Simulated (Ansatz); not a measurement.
# BN in Ansatz: settings compared

The runs below take BN through projected density of states, with LDA, PBE.

Everything below comes from runs of Ansatz 0.2.0. Logs are shortened: lines on timing, memory, paths and dates and some standing lists are left out, and cuts for length are marked.

### Step 1. The cell of the first run

The cell holds a slab with vacuum, 8 atoms: a = 2.504 Å, b = 2.504 Å, c = 24.992 Å, α = 90.00°, β = 90.00°, γ = 120.00°.

### Step 2. Projected density of states, LDA (the (0 0 1) slab of BN, cut from the database cell, not relaxed)

File input.yaml:

```yaml
crystal:
  lattice:
    - [2.5039917043, 0.0, 0.0]
    - [-1.2519958521, 2.1685204268, 0.0]
    - [0.0, 0.0, 24.9918]
  atoms:
    - { symbol: B, position: [0.6666666667, 0.3333333334, 0.3000984323] }
    - { symbol: "N", position: [0.3333333333, 0.6666666666, 0.3000984323] }
    - { symbol: B, position: [0.3333333333, 0.6666666666, 0.4333661441] }
    - { symbol: "N", position: [0.6666666667, 0.3333333334, 0.4333661441] }
    - { symbol: B, position: [0.6666666667, 0.3333333334, 0.5666338559] }
    - { symbol: "N", position: [0.3333333333, 0.6666666666, 0.5666338559] }
    - { symbol: B, position: [0.3333333333, 0.6666666666, 0.6999015677] }
    - { symbol: "N", position: [0.6666666667, 0.3333333334, 0.6999015677] }
hamiltonian:
  xc: lda
  pseudopotentials: { kind: paw }
kpoints:
  mp_grid: { grid: [12, 12, 1] }
scf:
  occupations: { method: fermi_dirac, width: 0.05 }
  n_extra_bands: 20
output:
  forces: true
  eigenvalues: true
  dos: { projected: true, de: 0.05, nscf_kmesh: { grid: [18, 18, 1] } }
efield:
  axis: 3
  dipole_correction: true
  ramp_width: 0.04
```

Potentials or basis: Ansatz PAW.

On the command line:

```console
$ ansatz run input.yaml --threads 4 --pin off --max-ram 11264MiB --backend cpu --events-out ev --progress --plain --runs-dir out
```

Output:

```text
Warning: RAYON_NUM_THREADS=4 ignored (pool sized by the plan → 4); use --threads N
scf.n_extra_bands = 20 over 16 filled bands (N_el = 32.0): the run solves 36 bands
Engine: ansatz 0.2.0, aarch64-unknown-linux-gnu
Pseudopotentials: kind: paw
Pseudopotential: B, paw, valence charge 3, recommended cutoff 420 eV (normal), B.paw.azcp
Pseudopotential: N, paw, valence charge 5, recommended cutoff 420 eV (normal), N.paw.azcp
Functional definition: SPW92
  exchange = slater_x
  correlation = pw_c
Crystal: 8 atoms, lattice volume = 135.704 Å³
Basis set: ecut = 420 eV, 2645 PW (Γ)
Bands: 36, of which v1, the nominal top of the filled ones, is band 16 counted from 1 (15 counted from 0)
Symmetry: 6 space group operations
k-points: 19 of 144 (time reversal used)
Non-local potential: B, projectors of the file, l = 0: 2, l = 1: 2, l = 2: 1
Non-local potential: N, projectors of the file, l = 0: 2, l = 1: 2, l = 2: 1
PAW form: soft (Blöchl's): semilocal exchange-correlation on the pseudo side does not see the compensation charge
PAW frozen core: B, regenerated for the run's functional, and the local potential with it (the file was generated under x = pbe(κ = 0.804, μ = 0.2195149727645171), c = pbe(β = 0.06672455060314922))
PAW frozen core: N, regenerated for the run's functional, and the local potential with it (the file was generated under x = pbe(κ = 0.804, μ = 0.2195149727645171), c = pbe(β = 0.06672455060314922))
PAW one-centre angular grid: B, 110 points (default); XC on 64 Gauss nodes
PAW one-centre angular grid: N, 110 points (default); XC on 64 Gauss nodes
Initial density: superposition of atomic densities (neutral atoms: chi_scale 0, normalization atom), corrected by the library's trained network
Initial wavefunctions: pseudopotential atomic-orbital guess
Functional: x = slater, c = lda
SCF iter   1: F=—  HF=-2105.323053 eV  |F-HF|=—  |Δ(HF+E_count)|=         —  Δρ=6.54e-3  dr2=5.05e-2  ethr=1.77e-3  p=0.000 e·Å  D=1.14e-13 V/Å  ΔV_dip=-0.00 eV  dr2_dipole=7.83e-9  V_vac-E_F(+/−)=3.65/3.65 eV  ⟨swp⟩=6.2  Hψ=3343  notcnv=0  defer=101
efield: sawtooth ramp at fractional position 0.9800 (placed from the atoms, in the widest stretch of the axis that holds none; the zero of the levels goes with the place), width 0.0400; the density the first Hamiltonian is built on has a dipole p = 0.000 e·Å; the dipole correction subtracts the counter field D = 1.14e-13 V/Å, which shifts the + side's vacuum level by -0.00 eV against the − side's; the planar-averaged density in the ramp window peaks in size at 1.2e-4 e/Å³
preconditioner: auto → none  [insulator: Δε(μ)=4.066 eV  Ē_g=18.123 eV  σ=0.050 eV  W_gap=1.00  n_scr=16 (ndim 8)  ℏωp=18.0 eV  f_vac=0.464  D(μ)=0.00/eV (n_scr^D=0)  ε∞_Penn≈2.0]
SCF iter   2: F=—  HF=-2105.313187 eV  |F-HF|=—  |Δ(HF+E_count)|=   9.87e-3  Δρ=3.10e-3  dr2=6.64e-3  ethr=1.58e-4  p=-0.000 e·Å  D=-7.23e-5 V/Å  ΔV_dip=0.00 eV  dr2_dipole=1.84e-8  V_vac-E_F(+/−)=4.03/4.03 eV  ⟨swp⟩=2.4  Hψ=1189  notcnv=0  defer=274
SCF iter   3: F=—  HF=-2105.311463 eV  |F-HF|=—  |Δ(HF+E_count)|=   1.72e-3  Δρ=1.23e-3  dr2=8.20e-4  ethr=2.07e-5  p=0.000 e·Å  D=1.21e-5 V/Å  ΔV_dip=-0.00 eV  dr2_dipole=1.01e-9  V_vac-E_F(+/−)=3.96/3.96 eV  ⟨swp⟩=2.0  Hψ=697  notcnv=0  defer=274
SCF iter   4: F=—  HF=-2105.311471 eV  |F-HF|=—  |Δ(HF+E_count)|=   7.47e-6  Δρ=2.66e-4  dr2=2.50e-4  ethr=2.56e-6  p=-0.000 e·Å  D=-4.33e-5 V/Å  ΔV_dip=0.00 eV  dr2_dipole=8.34e-9  V_vac-E_F(+/−)=4.06/4.06 eV  ⟨swp⟩=2.9  Hψ=692  notcnv=0  defer=274
SCF iter   5: F=—  HF=-2105.311412 eV  |F-HF|=—  |Δ(HF+E_count)|=   5.88e-5  Δρ=4.68e-5  dr2=1.47e-6  ethr=7.82e-7  p=0.000 e·Å  D=3.49e-6 V/Å  ΔV_dip=-0.00 eV  dr2_dipole=3.87e-11  V_vac-E_F(+/−)=4.04/4.04 eV  ⟨swp⟩=2.4  Hψ=581  notcnv=0  defer=274
SCF iter   6: F=—  HF=-2105.311416 eV  |F-HF|=—  |Δ(HF+E_count)|=   3.76e-6  Δρ=1.69e-5  dr2=1.82e-7  ethr=4.60e-9  p=-0.000 e·Å  D=-3.31e-6 V/Å  ΔV_dip=0.00 eV  dr2_dipole=4.92e-11  V_vac-E_F(+/−)=4.04/4.04 eV  ⟨swp⟩=2.3  Hψ=767  notcnv=0  defer=275
iter 7 met the thresholds in force, and the SCF goes on: an eigenvalue changes by 15.25 meV, over its tolerance of 10.00 meV (output.eigenvalues, Limitations)
SCF iter   7: F=-2105.311416 eV  HF=-2105.311416 eV  |F-HF|=1.38e-8  |Δ(HF+E_count)|=   7.21e-7  Δρ=3.75e-6  dr2=3.47e-8  ethr=3.13e-10  p=0.000 e·Å  D=6.62e-6 V/Å  ΔV_dip=-0.00 eV  dr2_dipole=1.93e-10  V_vac-E_F(+/−)=4.04/4.04 eV  ⟨swp⟩=16.7  Hψ=4719  notcnv=0
SCF iter   8: F=-2105.311416 eV  HF=-2105.311416 eV  |F-HF|=9.64e-11  |Δ(HF+E_count)|=   5.25e-9  Δρ=1.21e-6  dr2=1.45e-9  ethr=1.09e-10  p=-0.000 e·Å  D=-1.46e-6 V/Å  ΔV_dip=0.00 eV  dr2_dipole=9.16e-12  V_vac-E_F(+/−)=4.04/4.04 eV  ⟨swp⟩=6.1  Hψ=2770  notcnv=0
SCF 1 converged in 8 iterations: F = -2105.311416 eV  dr2 = 1.45e-9
NSCF: frozen V_eff on 37 k-points
efield: sawtooth ramp at fractional position 0.9800 (kept from the solve that this one continues, or follows in the run), width 0.0400; the density the first Hamiltonian is built on has a dipole p = -0.000 e·Å; the dipole correction subtracts the counter field D = -1.46e-6 V/Å, which shifts the + side's vacuum level by +0.00 eV against the − side's; the planar-averaged density in the ramp window peaks in size at 4.6e-7 e/Å³
SCF converged after 8 iterations
an eigenvalue changed by more than its tolerance at an iteration that met the thresholds in force, so the SCF went on 1 time: the last check found none over its tolerance
Free energy (F): -2105.311416 eV
Harris-Foulkes:  -2105.311416 eV  (|F-HF|=9.64e-11)
Internal energy: -2105.311416 eV  (E = F + TS)
E sigma→0 (E₀):  -2105.311416 eV
Fermi energy:    1.602093 eV
Dipole field:    D = 0.000003 V/Å  (p = 0.000003 e·Å, saw-weighted, corrected)
Work function:   Φ+ = 4.0415 eV   Φ− = 4.0416 eV
Levels:          The Fermi level and band energies are counted from a zero that moves with the ramp; work functions are not
--- Per-component energies (eV) ---
  E_band       = -242.179730
  E_kinetic    = 731.156582
  E_local      = -17838.244758  (includes V_loc(G=0)·N_el)
  E_nonlocal   = 239.330405
  E_hartree    = 8588.366888
  E_xc         = -363.863989
  E_vxc        = -453.719070  (∫ρ·V_xc dr)
  E_paw        = -766.935795  (= ΣΔE_a)
  E_vpaw       = -97.434733  (= ΣTr[D̂ρ^β])
  E_aug_tail   = 0.000383  (compensation charges beyond the density's cutoff)
  E_efield     = 0.000000  (sawtooth field / dipole correction)
  E_vefield    = 0.000000  (∫n·V_field dr)
  E_ewald      = 7304.375354
  E_core_change = 0.503513  (= ΣΔE_core)
  E_smearing   = -0.000000  (= −TS)
  E_closure    = 0.000000  (closes the sum)
  Σ components = -2105.311416   (vs F -2105.311416, Δ=0.00e0)
--- Forces (eV/Å), atoms counted from 1 ---
  atom   1  B     -0.00000000     0.00000000     0.04372325
  atom   2  N      0.00000000    -0.00000000    -0.02223514
  atom   3  B      0.00000000    -0.00000000     0.00024456
  atom   4  N     -0.00000000     0.00000000    -0.00006694
  atom   5  B     -0.00000000     0.00000000    -0.00024028
  atom   6  N      0.00000000    -0.00000000     0.00005499
  atom   7  B      0.00000000    -0.00000000    -0.04372185
  atom   8  N     -0.00000000     0.00000000     0.02222789
  max |Σ_I F_I| component: 1.35e-5 eV/Å
--- Band table (eV; the first three rows and the last of 19) ---
  k-point 0: bands = ["-18.0667", "-17.9889", "-17.8937", "-17.8179", "-6.6415", "-6.1507", "-5.4892", "-4.8905", "-1.8426", "-1.8426", "-1.8324", "-1.8324", "-1.8214", "-1.8214", "-1.8141", "-1.8141", "4.3714", "4.6842", "5.4414", "6.2378", "6.5652", "7.8475", "8.2542", "9.4093", "10.5951", "10.9610", "10.9610", "10.9938", "10.9938", "11.0318", "11.0318", "11.0606", "11.0606", "11.9574", "11.9844", "12.2883"]
  k-point 1: bands = ["-17.9312", "-17.8545", "-17.7608", "-17.6862", "-6.4549", "-5.9682", "-5.3128", "-4.7198", "-2.3904", "-2.3797", "-2.3694", "-2.3646", "-2.1039", "-2.0929", "-2.0804", "-2.0715", "4.6073", "4.9075", "5.6571", "6.4494", "6.7709", "8.0106", "8.4029", "9.4633", "10.6597", "10.8642", "10.8945", "10.9610", "11.0094", "11.5504", "11.5823", "11.6197", "11.6479", "11.8716", "11.9725", "12.1436"]
  k-point 2: bands = ["-17.5315", "-17.4584", "-17.3692", "-17.2984", "-5.9027", "-5.4309", "-4.7976", "-4.2245", "-3.7830", "-3.7653", "-3.7484", "-3.7463", "-2.7395", "-2.7264", "-2.7113", "-2.7004", "5.2608", "5.5415", "6.2528", "7.0569", "7.2995", "8.4093", "8.5874", "9.5898", "10.4394", "10.5212", "10.5412", "10.5989", "10.8536", "11.1667", "11.1956", "12.4822", "12.6269", "13.1475", "13.1780", "13.2138"]
  k-point 18: bands = ["-14.2346", "-14.2346", "-14.2295", "-14.2295", "-8.5237", "-8.4810", "-8.4300", "-8.3900", "-7.5589", "-7.5589", "-7.5515", "-7.5515", "-0.5635", "-0.5635", "-0.5041", "-0.5041", "4.0477", "4.0477", "4.1596", "4.1596", "10.1254", "10.8071", "11.8455", "12.6378", "12.6378", "12.9782", "12.9782", "13.1471", "13.5379", "15.2748", "15.2748", "16.2804", "16.2804", "16.3158", "16.3677", "16.8265"]
```

Wall time 6.1 s (4 threads of Arm Neoverse V2, shared host); peak memory 0.42 GiB.

Results:

| Quantity | Value |
| --- | --- |
| Free energy | -2105.3114 eV |
| Largest force | 0.044 eV/Å |
| Band gap on the k mesh | 4.16 eV, indirect (least direct gap 4.55 eV) |
| Work function of the upper face | 4.04 eV |
| Work function of the lower face | 4.04 eV |
| Dipole across the slab | 0.000 e·Å |

Forces on the atoms (eV/Å):
```
B    0.000  0.000  0.044
N    0.000  0.000 -0.022
B    0.000  0.000  0.000
N    0.000  0.000  0.000
B    0.000  0.000  0.000
N    0.000  0.000  0.000
B    0.000  0.000 -0.044
N    0.000  0.000  0.022
```

States per cell in windows of 1 eV (zero at the valence-band top; states under -8 eV left out):
```
from (eV)  total  N 2p  B 2p  B 2s  N 2s
     -8.0   1.98  1.26  0.36  0.25  0.09
     -7.0   1.84  1.20  0.28  0.27  0.07
     -6.0   2.59  1.62  0.64  0.23  0.07
     -5.0   3.99  2.54  1.20  0.17  0.05
     -4.0   3.59  2.37  1.08  0.09  0.03
     -3.0   3.02  2.11  0.85  0.04  0.02
     -2.0   2.76  2.10  0.63  0.01  0.00
     -1.0   1.96  1.74  0.20  0.00  0.00
      0.0   0.08  0.08  0.00  0.00  0.00
      1.0   0.00  0.00  0.00  0.00  0.00
      2.0   0.00  0.00  0.00  0.00  0.00
      3.0   0.00  0.00  0.00  0.00  0.00
      4.0   1.41  0.10  1.25  0.00  0.00
      5.0   2.35  0.35  1.57  0.06  0.06
      6.0   2.07  0.36  0.99  0.07  0.09
      7.0   2.26  0.39  0.83  0.10  0.12
```

Caveat: the PAW data sets come from PBE, with cores solved anew for the run's functional, which leaves a small shift of forces and pressure.

### Step 3. Projected density of states, PBE (the (0 0 1) slab of BN, cut from the database cell, not relaxed)

Edit input.yaml of step 2 so:

```diff
@@ -15,3 +15,3 @@
 hamiltonian:
-  xc: lda
+  xc: pbe
   pseudopotentials: { kind: paw }
```

Potentials or basis: Ansatz PAW.

On the command line:

```console
$ ansatz run input.yaml --threads 4 --pin off --max-ram 11264MiB --backend cpu --events-out ev --progress --plain --runs-dir out
```

Output:

```text
Warning: RAYON_NUM_THREADS=4 ignored (pool sized by the plan → 4); use --threads N
scf.n_extra_bands = 20 over 16 filled bands (N_el = 32.0): the run solves 36 bands
[... 4 set-up lines as earlier in the session ...]
Functional definition: PBE
  parameter kappa = 0.804
  parameter beta = 0.06672455060314922
  exchange = pbe_x(kappa = kappa, mu = beta*pi^2/3)
  correlation = pbe_c(beta = beta)
Crystal: 8 atoms, lattice volume = 135.704 Å³
Basis set: ecut = 420 eV, 2645 PW (Γ), exchange–correlation on 36×36×360 points (8 copies of the dense FFT grid, shifted against one another)
Bands: 36, of which v1, the nominal top of the filled ones, is band 16 counted from 1 (15 counted from 0)
[... 1 set-up line as earlier in the session ...]
k-points: 19 of 144 (time reversal used)
[... 41 lines left out ...]
  E_paw        = -827.285152  (= ΣΔE_a)
  E_vpaw       = -91.384825  (= ΣTr[D̂ρ^β])
  E_aug_tail   = 0.000405  (compensation charges beyond the density's cutoff)
  E_efield     = 0.000000  (sawtooth field / dipole correction)
  E_vefield    = 0.000000  (∫n·V_field dr)
  E_ewald      = 7304.375354
  E_smearing   = -0.000000  (= −TS)
  E_closure    = -0.000000  (closes the sum)
  Σ components = -2169.640402   (vs F -2169.640402, Δ=0.00e0)
--- Forces (eV/Å), atoms counted from 1 ---
  atom   1  B     -0.00000000     0.00000000    -0.03037813
  atom   2  N      0.00000000     0.00000000    -0.06569765
  atom   3  B      0.00000000    -0.00000000    -0.00003138
  atom   4  N     -0.00000000     0.00000000    -0.00004601
  atom   5  B     -0.00000000     0.00000000     0.00003390
  atom   6  N      0.00000000    -0.00000000     0.00003598
  atom   7  B      0.00000000    -0.00000000     0.03037898
  atom   8  N     -0.00000000     0.00000000     0.06569280
  max |Σ_I F_I| component: 1.15e-5 eV/Å
--- Band table (eV; the first three rows and the last of 19) ---
  k-point 0: bands = ["-17.9914", "-17.9138", "-17.8240", "-17.7580", "-6.2547", "-5.7810", "-5.1461", "-4.5741", "-1.5530", "-1.5530", "-1.5395", "-1.5395", "-1.5258", "-1.5258", "-1.5220", "-1.5220", "4.6809", "4.8668", "5.6840", "6.3846", "6.8026", "8.0972", "8.5193", "9.7571", "10.7251", "11.3626", "11.3626", "11.3997", "11.3997", "11.4384", "11.4384", "11.4612", "11.4612", "12.1514", "12.2072", "12.6461"]
  k-point 1: bands = ["-17.8560", "-17.7795", "-17.6911", "-17.6261", "-6.0693", "-5.5995", "-4.9706", "-4.4041", "-2.1109", "-2.0968", "-2.0843", "-2.0830", "-1.8133", "-1.7986", "-1.7838", "-1.7787", "4.9136", "5.0905", "5.9110", "6.5966", "7.0206", "8.2623", "8.6984", "9.7893", "10.8349", "11.2473", "11.2878", "11.3589", "11.3916", "11.9541", "11.9903", "12.0284", "12.0506", "12.3082", "12.3479", "12.3794"]
  k-point 2: bands = ["-17.4570", "-17.3839", "-17.2996", "-17.2382", "-5.5210", "-5.0658", "-4.4587", "-3.9120", "-3.5231", "-3.4997", "-3.4901", "-3.4814", "-2.4466", "-2.4298", "-2.4128", "-2.4060", "5.5713", "5.7326", "6.5395", "7.1910", "7.5989", "8.6422", "9.0023", "9.8058", "10.7650", "10.8877", "10.9167", "10.9479", "11.2280", "11.5055", "11.5766", "12.7888", "12.8584", "13.5592", "13.5938", "13.6304"]
  k-point 18: bands = ["-14.2111", "-14.2111", "-14.1962", "-14.1962", "-8.1813", "-8.1357", "-8.0860", "-8.0529", "-7.3760", "-7.3760", "-7.3591", "-7.3590", "-0.2760", "-0.2760", "-0.2159", "-0.2159", "4.4671", "4.4671", "4.5718", "4.5718", "10.8068", "11.4688", "12.4730", "13.1075", "13.1075", "13.4252", "13.4252", "13.6717", "14.1267", "15.3927", "15.3927", "16.2782", "16.2783", "16.3657", "16.7211", "17.0127"]
```

Wall time 6.3 s (4 threads of Arm Neoverse V2, shared host); peak memory 0.43 GiB.

Results:

```yaml
Free_energy: -2169.6404 eV
Largest_force: 0.066 eV/Å
Band_gap_on_the_k_mesh: 4.34 eV, indirect (least direct gap 4.68 eV)
Work_function_of_the_upper_face: 3.65 eV
Work_function_of_the_lower_face: 3.65 eV
Dipole_across_the_slab: 0.000 e·Å
```

Forces on the atoms (eV/Å):
```
B    0.000  0.000 -0.030
N    0.000  0.000 -0.066
B    0.000  0.000  0.000
N    0.000  0.000  0.000
B    0.000  0.000  0.000
N    0.000  0.000  0.000
B    0.000  0.000  0.030
N    0.000  0.000  0.066
```

Levels at points of the mesh, in eV from the valence-band top:
| k point | band 13 | band 14 | band 15 | band 16 | band 17 | band 18 | band 19 | band 20 |
| --- | --- | --- | --- | --- | --- | --- | --- | --- |
| (0.00, 0.00, 0.00) | -1.31 | -1.31 | -1.31 | -1.31 | 4.90 | 5.08 | 5.90 | 6.60 |
| (0.00, -0.50, 0.00) | -1.34 | -1.07 | -0.75 | -0.53 | 4.34 | 4.58 | 5.00 | 5.43 |

States per cell in windows of 1 eV (zero at the valence-band top; states under -8 eV left out):
```
from (eV)  total  N 2p  B 2p  B 2s  N 2s
     -8.0   2.06  1.32  0.37  0.27  0.08
     -7.0   1.81  1.18  0.28  0.27  0.07
     -6.0   2.50  1.57  0.61  0.22  0.06
     -5.0   3.89  2.48  1.16  0.16  0.05
     -4.0   3.65  2.41  1.10  0.09  0.03
     -3.0   3.02  2.11  0.84  0.04  0.01
     -2.0   2.78  2.13  0.63  0.01  0.00
     -1.0   2.02  1.79  0.21  0.00  0.00
      0.0   0.09  0.09  0.00  0.00  0.00
      1.0   0.00  0.00  0.00  0.00  0.00
      2.0   0.00  0.00  0.00  0.00  0.00
      3.0   0.00  0.00  0.00  0.00  0.00
      4.0   1.00  0.06  0.90  0.00  0.00
      5.0   2.57  0.34  1.78  0.05  0.04
      6.0   2.12  0.35  1.03  0.07  0.08
      7.0   2.30  0.37  0.85  0.10  0.12
```
